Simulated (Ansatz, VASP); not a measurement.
# TePb: VASP beside Ansatz

Contents of INCAR:

```
SYSTEM = TePb
PREC = Accurate
ENCUT = 520
EDIFF = 1E-6
ISMEAR = 0
SIGMA = 0.1
LREAL = .FALSE.
LASPH = .TRUE.
NELM = 100
ALGO = Fast
ISIF = 2
LWAVE = .FALSE.
LCHARG = .FALSE.
GGA = PE
NBANDS = 17
```

File KPOINTS:

```
regular mesh
0
G
  4 4 4
  0 0 0
```

POSCAR

```
TePb
1.0
    0.0000000000      3.2708969100      3.2708969100
    3.2708969100      0.0000000000      3.2708969100
    3.2708969100      3.2708969100      0.0000000000
Te Pb
1 1
Direct
    0.0000000000      0.0000000000      0.0000000000
    0.5000000000      0.5000000000      0.5000000000
```

Input for Ansatz:

```yaml
crystal:
  lattice:
    - [0.0, 3.27089691, 3.27089691]
    - [3.27089691, 0.0, 3.27089691]
    - [3.27089691, 3.27089691, 0.0]
  atoms:
    - { symbol: Te, position: [0.0, 0.0, 0.0] }
    - { symbol: Pb, position: [0.5, 0.5, 0.5] }
basis:
  ecutwfc: 420
kpoints:
  mp_grid: { grid: [4, 4, 4] }
hamiltonian:
  xc: pbe
scf:
  occupations: { method: gaussian, width: 0.1 }
  lower_state_search: "off"
output:
  forces: true
  stress: true
  eigenvalues: true
```

Alike in both runs: task single point; functional PBE; k mesh 4 × 4 × 4; occupations gaussian, width 0.1 eV; no spin polarisation.

```csv
,VASP,Ansatz
version,VASP 6.6.1,Ansatz 0.2.0
potentials or method,"VASP PAW PBE potentials, release 64 (Te, Pb_d)","scalar-relativistic, plane waves, PAW"
plane-wave cutoff (eV),520,420
valence electrons in the cell,20,30
```

Ansatz gave:

| Item | Value |
| --- | --- |
| gap on the k mesh at the Fermi level (eV) | 0.80 |
| least direct gap on the mesh (eV) | 0.80 |
| pressure (GPa) | 0.5 |

What did VASP give for the same quantities?

gap on the k mesh at the Fermi level (eV): 0.81; least direct gap on the mesh (eV): 0.81; pressure (GPa): 0.5.

The functional is the same, so the differences come from potentials, cutoffs and numerics. The two sets of potentials don't hold the same shells in valence.

Caveats: spin-orbit coupling is left out, which as a rule narrows the gap of such compounds by several tenths of an eV. A k mesh can miss the band edges.
